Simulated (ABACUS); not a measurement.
Nb under changes of volume

One of the cells (18.922 Å³/atom); the others are scaled copies at fixed shape and fractional positions:

```
CELL_PARAMETERS angstrom
0.00000 2.11500 2.11500
2.11500 0.00000 2.11500
2.11500 2.11500 0.00000
ATOMIC_POSITIONS crystal
Nb 0.00000 0.00000 0.00000
```

This isn't the form of Nb at room conditions, which is bcc.

| Item | Value |
| --- | --- |
| Program | ABACUS 3.10.1 |
| Functional | PBE |
| Potentials or basis | PseudoDojo NC SR 0.4.1 PBE standard |
| Cutoff | 1361 eV |
| Density cutoff | 5442 eV |
| Basis | TZDP LCAO (the cutoffs set its grid) |
| k mesh | 11 × 11 × 11 |
| Occupations | fermi-dirac, width 0.05 eV |
| Spin | no spin polarisation |

```tsv
volume (Å³/atom)	energy over the lowest point (meV/atom)	pressure (GPa)
17.786	24.43	9.2
18.165	7.54	5.1
18.543	0.00	1.4
18.922	0.69	-1.9
19.300	9.04	-4.9
19.679	24.15	-7.6
20.057	?	?
```

Task: What does the run at 20.057 Å³/atom give?

Result: Energy over the lowest point 45.49 meV/atom; pressure -10.0 GPa.

Worked out: A Birch-Murnaghan fit of order 3 (a polynomial in V^(-2/3)) to the other rows has its minimum at 18.69 Å³/atom with B0 = V·E''(V) = 168 GPa and B' = 4.0. It gives 45.40 meV/atom at 20.057 Å³/atom, against the run's 45.49, and -dE/dV = -10.2 GPa, against -10.0.

Energies are extrapolated to zero smearing.

Caveats: the atomic orbitals were generated for these runs and aren't a published set; the basis of atomic orbitals isn't converged, which shifts pressures, moduli and gaps.
